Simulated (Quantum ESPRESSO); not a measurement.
## CdTe: zone-centre phonons under several settings

```
CELL_PARAMETERS angstrom
0.00000 3.20500 3.20500
3.20500 0.00000 3.20500
3.20500 3.20500 0.00000
ATOMIC_POSITIONS crystal
Te 0.75000 0.75000 0.75000
Cd 0.00000 0.00000 0.00000
```

All runs used Quantum ESPRESSO 7.5; potentials GBRV 1.5 LDA; no spin polarisation; cutoff 612 eV; occupations smeared at first, fixed for the response.

```tsv
level	k mesh (s: shifted)	geometry	volume (Å³/atom)	pressure (GPa)	lowest optical mode without the field (cm⁻¹)	sum of the Born charges (e)
LDA	4 × 4 × 4s	relaxed at 0 GPa	33.14	0.0	150	-0.05
LDA	4 × 4 × 4s	relaxed at 5 GPa	30.33	5.1	175	-0.05
LDA	4 × 4 × 4s	relaxed at 10 GPa	?	10.3	?	?
LDA	4 × 4 × 4s	relaxed at 20 GPa	25.96	20.6	226	-0.06
LDA	4 × 4 × 4s	relaxed at 40 GPa	23.06	40.8	270	-0.08
LDA	6 × 6 × 6s	relaxed at 0 GPa	33.14	0.0	150	0.00
LDA	6 × 6 × 6s	relaxed at 5 GPa	30.33	5.1	175	-0.01
LDA	6 × 6 × 6s	relaxed at 10 GPa	28.45	10.3	195	-0.01
LDA	6 × 6 × 6s	relaxed at 20 GPa	25.96	20.6	226	-0.01
LDA	6 × 6 × 6s	relaxed at 40 GPa	23.05	40.8	270	-0.01
```

Task: What stands in the row left open?

Result: Volume 28.45 Å³/atom; lowest optical mode without the field 195 cm⁻¹; sum of the Born charges -0.06 e.

Caveats: the cell is more than 3 GPa from zero pressure, which shifts response properties (some runs); the volume moved by over 15 % at a fixed basis, so the end points are rough (some runs).

For the row left open. Caveat: the mesh is thin for the dielectric tensor, Born charges and intensities, which usually come out too large; the cell is more than 3 GPa from zero pressure, which shifts response properties; the Born charges break their sum rule by 0.06 e, a sign of too thin a mesh.
